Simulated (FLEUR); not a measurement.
The system is Bi.

```
CELL_PARAMETERS angstrom
2.26750 1.30914 3.93800
-2.26750 1.30914 3.93800
0.00000 -2.61828 3.93800
ATOMIC_POSITIONS crystal
Bi 0.76600 0.76600 0.76600
Bi 0.23400 0.23400 0.23400
```

| Item | Value |
| --- | --- |
| Program | FLEUR MaX-R8.1 (later development tree) |
| Task | single point |
| Functional | PBEsol |
| Potentials or basis | all-electron |
| Basis | FLAPW |
| Kmax | 4.1 1/bohr |
| k mesh | 7 × 7 × 7 |
| Occupations | fermi-dirac, width 0.05 eV |
| Spin | no spin polarisation |
| Gmax | 12.7 1/bohr |
| Muffin-tin radii | Bi 2.6 bohr |
| lmax | Bi 10 |
| lnonsphr | Bi 10 |
| Local orbitals a species | Bi 5 |
| Max iterations | 60 |
| Mixing factor | 0.05 |
| Mixer | Anderson |
| Mixer history | 15 |

On this cell: largest force 0.137 eV/Å; band gap on the k mesh 0.26 eV, indirect (least direct gap 0.52 eV).

The same run follows on a disturbed copy (atoms moved at random, drawn with an rms of 0.05 Å):

```
Bi
1.0
     2.26750    1.30914    3.93800
    -2.26750    1.30914    3.93800
     0.00000   -2.61828    3.93800
Bi
2
Direct
  0.77243 0.78624 0.75406
  0.23222 0.23858 0.23225
```

Question: What does the disturbed cell give?

Answer: The energy moves by +9.8 meV/atom; largest force 0.443 eV/Å; band gap on the k mesh 0.23 eV, indirect (least direct gap 0.51 eV).

Forces on the atoms (eV/Å):
```
Bi   0.044 -0.183 -0.402
Bi  -0.044  0.183  0.402
```

Caveats: spin-orbit coupling is left out, which as a rule narrows the gap of such compounds by several tenths of an eV; an odd mesh through Γ misses points on the zone boundary, where band edges often lie.
